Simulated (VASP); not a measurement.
# NaI in VASP 6.6.1, single-point calculation

INCAR

```
EDIFF = 1E-7
ISMEAR = 0
SIGMA = 0.01
LDAUL = 2 2 2
LDAUTYPE = 2
LREAL = .FALSE.
ISIF = 2
METAGGA = R2SCAN
LCHARG = .FALSE.
LDAUU = 4 4 4
ENCUT = 520
NELM = 70
IBRION = -1
LDAU = .TRUE.
LWAVE = .FALSE.
NSW = 0
LASPH = .TRUE.
ALGO = Normal
NBANDS = 14
PREC = Accurate
```

KPOINTS

```
KPOINTS created by Atomic Simulation Environment
0
Gamma
6 6 6
0 0 0
```

POSCAR

```
Na I
 1.0000000000000000
     0.0000000000000000    3.5864186194999998    3.5431916810000001
     3.5864186194999998    0.0000000000000000    3.5431916810000001
     3.5864186194999998    3.5864186194999998    0.0000000000000000
 Na  I
   1   1
Cartesian
  0.0000000000000000  0.0000000000000000  0.0000000000000000
  1.7932093097499997  1.7932093097499997  1.7715958405000001
```

The recommended PBE PAW datasets give the neutral cell 14 valence electrons.

Command

```
mpirun -np 1 vasp_std
```

Task: Predict the outcome of this run.

Result: It converged. Results: gap between bands v and c on the k mesh 4.37 eV; least direct gap on the k mesh 4.37 eV; pressure -0.3 GPa. Band v is the last that the valence electrons fill when counted band by band, and c is the next.

OSZICAR

```
N       E                     dE             d eps       ncg     rms          rms(c)
DAV:   1     0.541402126214E+02    0.54140E+02   -0.64179E+03   840   0.847E+02
DAV:   2    -0.249822615436E+02   -0.79122E+02   -0.73760E+02   882   0.205E+02
DAV:   3    -0.323258245885E+02   -0.73436E+01   -0.72975E+01  1080   0.624E+01
DAV:   4    -0.325139359471E+02   -0.18811E+00   -0.18805E+00  1012   0.105E+01
DAV:   5    -0.325193295049E+02   -0.53936E-02   -0.53935E-02  1188   0.181E+00    0.211E+00
DAV:   6    -0.309099665560E+02    0.16094E+01   -0.31759E-01   906   0.561E+00    0.194E+00
DAV:   7    -0.309043329474E+02    0.56336E-02   -0.18655E-01  1056   0.294E+00    0.746E-01
DAV:   8    -0.309076928896E+02   -0.33599E-02   -0.67333E-03  1020   0.616E-01    0.536E-01
DAV:   9    -0.309126607401E+02   -0.49679E-02   -0.48326E-03  1008   0.571E-01    0.175E-01
DAV:  10    -0.309126033711E+02    0.57369E-04   -0.89266E-05  1014   0.713E-02    0.113E-01
DAV:  11    -0.309127920121E+02   -0.18864E-03   -0.22084E-04   972   0.111E-01    0.330E-02
DAV:  12    -0.309127856777E+02    0.63344E-05   -0.22214E-06  1062   0.178E-02    0.200E-02
DAV:  13    -0.309127869163E+02   -0.12386E-05   -0.29089E-06  1050   0.192E-02    0.122E-02
DAV:  14    -0.309127884424E+02   -0.15262E-05   -0.44175E-07  1032   0.655E-03    0.258E-03
DAV:  15    -0.309127870860E+02    0.13565E-05   -0.19131E-08  1014   0.134E-03    0.576E-04
DAV:  16    -0.309127867520E+02    0.33398E-06   -0.40629E-09   714   0.623E-04    0.856E-05
DAV:  17    -0.309127867722E+02   -0.20226E-07   -0.72228E-10   564   0.208E-04
   1 F= -.30912787E+02 E0= -.30912787E+02  d E =-.683088-104
```

One setting is odd (wrong count of Hubbard values), but here it hardly changes the result.

On sound settings r²SCAN gives a gap of 4.37 eV on its mesh and a pressure of -0.3 GPa for the intended cell. This run's energy (σ→0) differs from it by 1 meV an atom.
